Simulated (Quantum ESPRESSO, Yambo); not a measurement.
# Quasiparticle gap of InP (F-43m) in Yambo, part 3 of 3

How does a plane-wave GW calculation on InP (F-43m) run from the first input to the gap?

Quantum ESPRESSO 7.5 and Yambo 5.3.0; PBE and many-body steps on it, plane waves. Known limits of the many-body steps: not at the basis limit; no spin-orbit coupling; coarse k mesh.

So far. Step 3 (Bands along the symmetry lines): The gap is 0.708 eV, as in the run before at this level. Step 4 (Empty states on the mesh, 4×4×4 mesh, 127 bands): On this mesh the gap is 0.708 eV.

The database entry behind the starting cell differs from later determinations by our own check (0.1 to 0.3 % short, probably kX units), so it need not match the best structure at ambient conditions.

### 6. Screening and self-energy, 4×4×4 mesh, 127 bands, screening to 197.3 eV

G0W0 replaces the xc potential by the self-energy, built once from these orbitals. Only a window of levels is corrected, while the sums run over the empty bands that the input names.

This step: G0W0 on PBE, plane waves, norm-conserving pseudopotentials.

gw1.in reads:

```
HF_and_locXC
gw0
dyson
ppa
em1d
rim_cut
RandQpts= 1000000
RandGvec= 1 RL
EXXRLvcs= 80 Ry
VXCRLvcs= 320 Ry
Chimod= "HARTREE"
% BndsRnXp
 1 | 127 |
%
NGsBlkXp= 14.5 Ry
% LongDrXp
 1 | 1 | 1 |
%
% GbndRnge
 1 | 127 |
%
DysSolver= "n"
ExtendOut
PPAPntXp= 27.21138 eV
% QPkrange
 1 | 8 | 10 | 17 |
%
```

Started as:

```bash
$ OMP_NUM_THREADS=1 mpirun -n 4 yambo -F gw1.in -J gw1 -C gw1 > gw1.log
```

Log:

```text
 Yambo, version 5.3.0

 [02] CORE Variables Setup
 =========================

  [... cell, symmetries and grids as in the set-up ...]

  [02.05] Energies & Occupations
  ==============================

  [X] === General ===
  [X] Electronic Temperature                        :  0.000000  0.000000 [eV K]
  [X] Bosonic    Temperature                        :  0.000000  0.000000 [eV K]
  [X] Finite Temperature mode                       : no
  [X] El. density                                   :  0.51656E+24 [cm-3]
  [X] Fermi Level                                   :  8.315509 [eV]

  [X] === Gaps and Widths ===
  [X] Conduction Band Min                           :  0.707977 [eV]
  [X] Valence Band Max                              :  0.000000 [eV]
  [X] Filled Bands                                  :  13
  [X] Empty Bands                                   :   14  127
  [X] Direct Gap                                    :  0.707977 [eV]
  [X] Direct Gap localized at k                     :  1
  [X] Indirect Gap                                  :  0.707977 [eV]
  [X] Indirect Gap between kpts                     :  1  1
  [X] Last valence band width                       :  2.910393 [eV]
  [X] 1st conduction band width                     :  3.584950 [eV]

 [03] Transferred momenta grid and indexing
 ==========================================

 IBZ Q-points                                      :   8
 BZ  Q-points                                      :   64

 K/Q-points units:
 rlu = crystal or reduced units; cc = cartesian coordinates; iku = interal k-units

 Q [1]          [rlu]:  0.000000  0.000000  0.000000
 Q [2]          [rlu]:  0.54193E-16  0.26437E-16  0.25000
 Q [3]          [rlu]: -0.10839E-15 -0.52875E-16 -0.50000
 Q [4]          [rlu]:  0.87374E-19  0.25000      0.25000
 Q [5]          [rlu]:  0.23853E-16  0.25000      0.50000
 Q [6]          [rlu]:  0.44978E-16  0.25000     -0.25000
 Q [7]          [rlu]: -0.17475E-18 -0.50000     -0.50000
 Q [8]          [rlu]:  0.250000 -0.500000 -0.250000

 [04] Coloumb potential Random Integration (RIM)
 ===============================================

  [04.01] RIM initialization
  ==========================

  * Diagonal components only detected *

  8 x (sBL volume)        :  0.091285 [a.u.]
  sBZ random points       :  1000000
  Points outside the sBZ  :   7999624
  RL volume               :  0.730277 [a.u.]
  Integrated volume       :  0.730312 [a.u.]

  [04.02] RIM integrals
  =====================

  Gamma point sphere radius             :  0.081674 [a.u.]
  Points outside the sphere             :   799635
  [Int_sBZ(q=0) 1/q^2]*(Vol_sBZ)^(-1/3) =:  7.763403
                                 should be <:  7.795600

  Summary of Coulomb integrals for non-metallic bands |Q|[au] RIM/Bare

  Q [1] 0.100000E-4 0.995870 * Q [2] 0.245646 1.064378
  Q [4] 0.283648 1.062979 * Q [6] 0.401138 1.025806
  Q [5] 0.470377 1.018843 * Q [3] 0.491292 1.016674
  Q [7] 0.567295 1.013309 * Q [8] 0.634256 1.010147

 [05] Dipoles
 ============

  [05.01] Setup: observables and procedures
  =========================================

 [06] Dynamic Dielectric Matrix (PPA)
 ====================================

 [WR./gw1//ndb.pp]---------------------------------------------------------------
  Brillouin Zone Q/K grids (IBZ/BZ)                :    8   64    8   64
  RL vectors                                       :   5029 [WF]
  Coulomb cutoff potential                         : none
  Electronic Temperature                           :  0.000000 [K]
  Bosonic    Temperature                           :  0.000000 [K]
  PPA    diel. fun.  energies                      : Perdew, Burke & Ernzerhof(X)+Perdew, Burke & Ernzerhof(C)
  wavefunctions                                    : Perdew, Burke & Ernzerhof(X)+Perdew, Burke & Ernzerhof(C)
  Global Gauge                                     : length
  X matrix size                                    :   331
  X band range                                     :    1  127
  X e/h energy range                               : -1.000000 -1.000000 [eV]
  X Time ordering                                  : R
  X Hxc Kernel                                     : HARTREE
  X Drude frequency                                :  0.000000  0.000000
  X poles                                          :  100.0000 [o/o]
  RL vectors in the sum                            :   5029
  [r,Vnl] included                                 : yes
  Field direction                                  :  0.577350E-5  0.577350E-5  0.577350E-5
  BZ energy Double Grid                            : no
  BZ energy DbGd points                            : 0
  BZ Q point size factor                           : -1.000000
  X Optical Averaged directions                    : none

 [07] Local Exchange-Correlation + Non-Local Fock
 ================================================

 [VXC] Plane waves :   32743
 [EXS] Plane waves :   4279

 QP @ state[ 1 ] K range:   1   8
 QP @ state[ 1 ] b range:  10  17

 [xc] Functional : Perdew, Burke & Ernzerhof(X)+Perdew, Burke & Ernzerhof(C)
 [xc] LIBXC used to calculate xc functional
  PP Number of Atomic Species                      :  2
  NLCC RL compoments                               :   32743
  PP Number of Atomic Species                      :  2
  NLCC RL compoments                               :   32743

 [xc] E_xc :  -18.18792 [Ha]
      E_xc :  -36.37585 [Ry]

  Local XC kind (lXC) : Perdew, Burke & Ernzerhof(X)+Perdew, Burke & Ernzerhof(C)
  Non-Local XC kind (nlXC) : Hartree-Fock

  Corrections @ K [1] :  [eV]
 <10|nlXC|10> = -18.56657  0.23186E-16 <10|lXC|10> = -11.66644 -0.18231E-21
 <11|nlXC|11> = -14.71827  0.62764E-17 <11|lXC|11> = -12.92330 -0.18882E-15
 <12|nlXC|12> = -14.71822  0.48328E-18 <12|lXC|12> = -12.92330  0.48689E-24
 <13|nlXC|13> = -14.71818  0.17790E-16 <13|lXC|13> = -12.92330 -0.18882E-15
 <14|nlXC|14> = -7.794564  0.29169E-17 <14|lXC|14> = -11.72809 -0.47175E-16
 <15|nlXC|15> = -6.368378  0.14945E-17 <15|lXC|15> = -10.79037  0.11367E-19
 <16|nlXC|16> = -6.368226  0.24254E-18 <16|lXC|16> = -10.79037 -0.29576E-17
 <17|nlXC|17> = -6.368514  0.53697E-17 <17|lXC|17> = -10.79037  0.18882E-15

  Corrections @ K [2] :  [eV]
 <10|nlXC|10> = -19.00046 -0.37684E-17 <10|lXC|10> = -12.33512 -0.18879E-15
 <11|nlXC|11> = -14.88684 -0.16861E-16 <11|lXC|11> = -12.06077 -0.45878E-20
[...]
Corrections @ K [3] :  [eV]
[...]
Corrections @ K [4] :  [eV]
[...]
Corrections @ K [5] :  [eV]
[...]
[... 2 further k-points ...]
  Corrections @ K [8] :  [eV]
[...]
<13|nlXC|13> = -13.40465 -0.30453E-17 <13|lXC|13> = -10.68353 -0.11801E-16
 <14|nlXC|14> = -5.843123 -0.11471E-17 <14|lXC|14> = -9.977343 -0.47202E-16
 <15|nlXC|15> = -7.341169 -0.19936E-17 <15|lXC|15> = -12.30330  0.23606E-16
 <16|nlXC|16> = -5.400697 -0.13147E-17 <16|lXC|16> = -10.33080 -0.11781E-15
 <17|nlXC|17> = -5.110552 -0.69564E-21 <17|lXC|17> = -9.665238  0.35405E-16

  [07.01] Hartree-Fock occupations report
  =======================================

  [Hartree-Fock] === General ===
  [Hartree-Fock] Electronic Temperature             :  0.000000  0.000000 [eV K]
  [Hartree-Fock] Bosonic    Temperature             :  0.000000  0.000000 [eV K]
  [Hartree-Fock] Finite Temperature mode            : no
  [Hartree-Fock] El. density                        :  0.51656E+24 [cm-3]
  [Hartree-Fock] Fermi Level                        :  8.315509 [eV]

  [Hartree-Fock] === Gaps and Widths ===
  [Hartree-Fock] Conduction Band Min                :  4.641506 [eV]
  [Hartree-Fock] Valence Band Max                   : -1.794878 [eV]
  [Hartree-Fock] Filled Bands                       :  13
  [Hartree-Fock] Empty Bands                        :   14  127
  [Hartree-Fock] Direct Gap                         :  6.436384 [eV]
  [Hartree-Fock] Direct Gap localized at k          :  1
  [Hartree-Fock] Indirect Gap                       :  6.436384 [eV]
  [Hartree-Fock] Indirect Gap between kpts          :  1  1
  [Hartree-Fock] Last valence band width            :  3.836631 [eV]
  [Hartree-Fock] 1st conduction band width          :  3.785641 [eV]

 [08] Dyson equation: Newton solver
 ==================================

  [08.01] G0W0 (W PPA)
  ====================

  [  GW  ] Bands range     :    1  127
  [GW/PPA] G damping       :  0.100000 [eV]

  QP @ state[ 1 ] K range:   1   8
  QP @ state[ 1 ] b range:  10  17

   Sc/G bands                                       :    1  127
   Sc/G damping                                     :  0.100000 ev
   Sc bands terminator                              : no
   Sx RL components                                 :   4279

   QP @ state[ 1 ] K range                          :   1   8
   QP @ state[ 1 ] b range                          :  10  17
   GF energies kind                                 : Perdew, Burke & Ernzerhof(X)+Perdew, Burke & Ernzerhof(C)
   GF WF`s kind                                     : Perdew, Burke & Ernzerhof(X)+Perdew, Burke & Ernzerhof(C)
   Xs energies kind                                 : Perdew, Burke & Ernzerhof(X)+Perdew, Burke & Ernzerhof(C)
   Xs WF`s kind                                     : Perdew, Burke & Ernzerhof(X)+Perdew, Burke & Ernzerhof(C)

 [11] Game Over & Game summary
```

It took 10 min on 4 MPI ranks of Arm Neoverse V1, shared host; peak memory 1.7 GiB.

This step gave:

```yaml
g0w0_gap_on_the_mesh: 1.398 eV
starting_gap_on_the_mesh: 0.7080 eV
k_of_the_valence_top: 0, 0, 0
k_of_the_conduction_bottom: 0, 0, 0
least_direct_g0w0_gap_on_the_computed_points: 1.398 eV
z_at_the_valence_top: 0.7808
z_at_the_conduction_bottom: 0.7944
```

The gap on the mesh goes from 0.71 eV to 1.40 eV, a correction of +0.69 eV.

Limits: finite bands, cutoff and mesh; no spin-orbit coupling; coarse k mesh. v1 is the top filled band, c1 the lowest empty one. Levels before and after the correction, in eV, zero at the valence-band top of each column:

|  | conduction bottom | valence top |
| --- | --- | --- |
| Kohn-Sham | 0.71 | 0.00 |
| G0W0 | 1.40 | 0.00 |

```
             level  energy (eV)
Kohn-Sham     Γ v4      -11.518
Kohn-Sham  Γ v3-v1        0.000
Kohn-Sham     Γ c1        0.708
Kohn-Sham  Γ c2-c4        4.089
     G0W0     Γ v4      -11.325
     G0W0  Γ v3-v1        0.000
     G0W0     Γ c1        1.398
     G0W0  Γ c2-c4        4.877
```

### 7. Where the time went

Times are wall times on the hardware named with each run, good to a factor of about two.

| step | time | share | memory (GiB) |
| --- | --- | --- | --- |
| ground state | 6.1 s | 1 % | 0.28 |
| bands along the symmetry lines | 5.4 s | 1 % | 0.23 |
| empty states on the mesh | 9.2 s | 1 % | 0.38 |
| conversion and set-up | 2.8 s | 0 % | 0.25 |
| screening and self-energy | 10 min | 96 % | 1.7 |

### 8. What came out

- PBE gap: 0.71 eV, direct
- G0W0 gap on the mesh: 1.40 eV
- GW settings: 4×4×4 mesh, 127 bands, screening to 197.3 eV, Godby-Needs plasmon pole
- known limits: not at the basis limit; no spin-orbit coupling; coarse k mesh

**Reading.** G0W0 moves the gap on the mesh from 0.71 eV to 1.40 eV (+0.69 eV), with Z of 0.78 and 0.79 at the edges. The dearest step here is «screening and self-energy». Bands and cutoff are finite, so the gap is not at the basis limit. The miss can reach some tenths of an eV and take either sign; the mesh is an error of its own. The 4×4×4 mesh is coarse for this cell, which bears on the long-range parts of exchange and screening. The many-body steps are scalar-relativistic: spin-orbit coupling is not in them.

[Paths, hosts, dates, memory and timing lines, banners, echoed tables and standing remarks are left out of the program output.]

[Logs are printed without paths, hosts, clocks, repeated set-up lines and the standing remarks that a program may print on its own settings, such as how far it seeks lower states.]

[Runs of the session that timed out or met a known fault of the program may be left out.]

[Hosts, paths, dates, database ids (printed as entryN), source tags and the programs' standing remarks are cut or masked in the printed files.]
